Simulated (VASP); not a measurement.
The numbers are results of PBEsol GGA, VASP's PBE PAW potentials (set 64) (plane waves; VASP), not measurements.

VASP ran on this input.

### POSCAR
```
ZnTe
1.0
  0.0000000000   3.0324034432   3.0324034432
  3.0324034432   0.0000000000   3.0324034432
  3.0324034432   3.0324034432   0.0000000000
Zn Te
1 1
Direct
  0.0000000000   0.0000000000   0.0000000000
  0.2500000000   0.2500000000   0.2500000000
```

KPOINTS:
```
kpoints
0
Gamma
  9 9 9
```

**INCAR**
```
# general
SYSTEM =ZnTe
PREC   =Accurate
ENCUT  =400   # plane-wave cut-off (eV)
LREAL  =.False.   # projection in real space or not
LASPH  =.True.   # aspherical one-centre terms

# electronic loop
EDIFF  =1E-7   # SCF stop (eV)
NELM   =100   # most electronic steps
ALGO   =Normal
LMAXMIX=4   # l cut-off of mixed one-centre charges

# smearing
ISMEAR =-5

# functional
GGA    =PS   # PBEsol

# ions
ISIF   =2   # forces and stress, cell fixed

# output
LWAVE  =.False.
LCHARG =.True.
LORBIT =11   # lm-projected
NEDOS  =601
```

POTCAR, in this order: Zn Te (PBE.64 set). Program: vasp_std.

Output

OSZICAR:
```
       N       E                     dE             d eps       ncg     rms          rms(c)
DAV:   1     0.686827422261E+02    0.68683E+02   -0.73536E+03   910   0.119E+03
DAV:   2    -0.233569503445E+01   -0.71018E+02   -0.68912E+02   985   0.230E+02
DAV:   3    -0.606929722830E+01   -0.37336E+01   -0.37211E+01  1115   0.548E+01
DAV:   4    -0.612325690113E+01   -0.53960E-01   -0.53951E-01  1204   0.655E+00
DAV:   5    -0.612408227392E+01   -0.82537E-03   -0.82537E-03  1093   0.625E-01    0.499E+00
DAV:   6    -0.593024691405E+01    0.19384E+00   -0.76788E-01  1095   0.275E+01    0.391E+00
DAV:   7    -0.591768260002E+01    0.12564E-01   -0.13152E-01  1010   0.450E+00    0.164E+00
DAV:   8    -0.591523727664E+01    0.24453E-02   -0.48471E-03  1128   0.732E-01    0.378E-01
DAV:   9    -0.591511709626E+01    0.12018E-03   -0.81195E-04  1076   0.448E-01    0.127E-01
DAV:  10    -0.591512256722E+01   -0.54710E-05   -0.11879E-04  1053   0.118E-01    0.898E-02
DAV:  11    -0.591514400207E+01   -0.21435E-04   -0.36833E-05   978   0.381E-02    0.159E-02
DAV:  12    -0.591514573869E+01   -0.17366E-05   -0.51885E-06  1168   0.340E-02    0.175E-02
DAV:  13    -0.591514564998E+01    0.88715E-07   -0.91770E-07  1040   0.107E-02
   1 F= -.59151456E+01 E0= -.59151456E+01  d E =0.000000E+00
```

File OUTCAR:
```
------------------------ aborting loop because EDIFF is reached ----------------------------------------
  FORCE on cell =-STRESS in cart. coord.  units (eV):
  Direction    XX          YY          ZZ          XY          YZ          ZX
  --------------------------------------------------------------------------------------
  Total       -0.0061142     -0.0061142     -0.0061142     -0.0000000     -0.0000000     -0.0000000
  in kB       -0.1756537     -0.1756537     -0.1756537     -0.0000000     -0.0000000     -0.0000000
  external PRESSURE =      -0.1756537 kB  Pullay stress =       0.0000000 kB
  volume of cell :       55.77
      direct lattice vectors                 reciprocal lattice vectors
     0.000000000  3.032403443  3.032403443    -0.164885712  0.164885712  0.164885712
     3.032403443  0.000000000  3.032403443     0.164885712 -0.164885712  0.164885712
     3.032403443  3.032403443  0.000000000     0.164885712  0.164885712 -0.164885712
 POSITION                                       TOTAL-FORCE (eV/Angst)
 -----------------------------------------------------------------------------------
      0.00000      0.00000      0.00000         0.000000      0.000000     -0.000000
      1.51620      1.51620      1.51620        -0.000000     -0.000000      0.000000
 -----------------------------------------------------------------------------------
    total drift:                               -0.000001     -0.000001     -0.000001
  FREE ENERGIE OF THE ION-ELECTRON SYSTEM (eV)
  ---------------------------------------------------
  free  energy   TOTEN  =        -5.9151456500 eV

  energy  without entropy=       -5.9151456500  energy(sigma->0) =       -5.91514565

 total charge

# of ion       s       p       d       tot
------------------------------------------
    1        0.563   0.447   9.758  10.767
    2        1.346   2.072   0.030   3.448
--------------------------------------------------
tot          1.909   2.519   9.788  14.215
```
(Selected blocks of OUTCAR.)

The compound is ZnTe in the zinc blende structure. It was relaxed first.
